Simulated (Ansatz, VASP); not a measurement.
## AlFe in VASP and in Ansatz

INCAR

```
SYSTEM = AlFe
PREC = Accurate
ENCUT = 520
EDIFF = 1E-7
ISMEAR = 1
SIGMA = 0.1
LREAL = .False.
LASPH = .True.
NELM = 150
ALGO = Fast
ISIF = 2
LWAVE = .False.
LCHARG = .False.
MAGMOM = 0 0 0 2.475 2.475 0
LORBIT = 11
LSORBIT = .True.
GGA_COMPAT = .False.
LORBMOM = .True.
LMAXMIX = 4
NBANDS = 23
```

KPOINTS

```
regular mesh
0
Gamma
  5 5 5
  0 0 0
```

The input POSCAR:

```
AlFe
1.0
    2.9100000000      0.0000000000      0.0000000000
    0.0000000000      2.9100000000      0.0000000000
    0.0000000000      0.0000000000      2.9100000000
Al Fe
1 1
Direct
    0.0000000000      0.0000000000      0.0000000000
    0.5000000000      0.5000000000      0.5000000000
```

Input for Ansatz:

```yaml
crystal:
  lattice:
    - [2.91, 0.0, 0.0]
    - [0.0, 2.91, 0.0]
    - [0.0, 0.0, 2.91]
  atoms:
    - { symbol: Al, position: [0.0, 0.0, 0.0] }
    - { symbol: Fe, position: [0.5, 0.5, 0.5], spin: 3.5, spin_axis: [1.0, 1.0, 0.0] }
kpoints:
  mp_grid:
    grid: [5, 5, 5]
hamiltonian:
  xc: lda
magnetization:
  noncollinear: true
  spin_orbit: true
scf:
  occupations:
    method: cold
    width: 0.1
```

Alike in both runs: task single point; functional LDA; k mesh 5 × 5 × 5; non-collinear spin, spin-orbit coupling.

|  | VASP | Ansatz |
| --- | --- | --- |
| version | VASP 6.6.1 | Ansatz 0.2.0 |
| potentials or method | VASP PAW LDA potentials, release 64 (Al, Fe) | plane waves, PAW |
| plane-wave cutoff (eV) | 520 | 420 |
| occupations | methfessel-paxton of order 1, width 0.1 eV | cold, width 0.1 eV |
| valence electrons in the cell | 11 | 19 |

```csv
,VASP,Ansatz,Ansatz less VASP
net moment per atom (μB),0.43,0.44,0.000
```

The two sets of potentials don't hold the same shells in valence.

Caveats: the k mesh is coarse (spacing up to 0.43 Å⁻¹), so the values aren't converged.
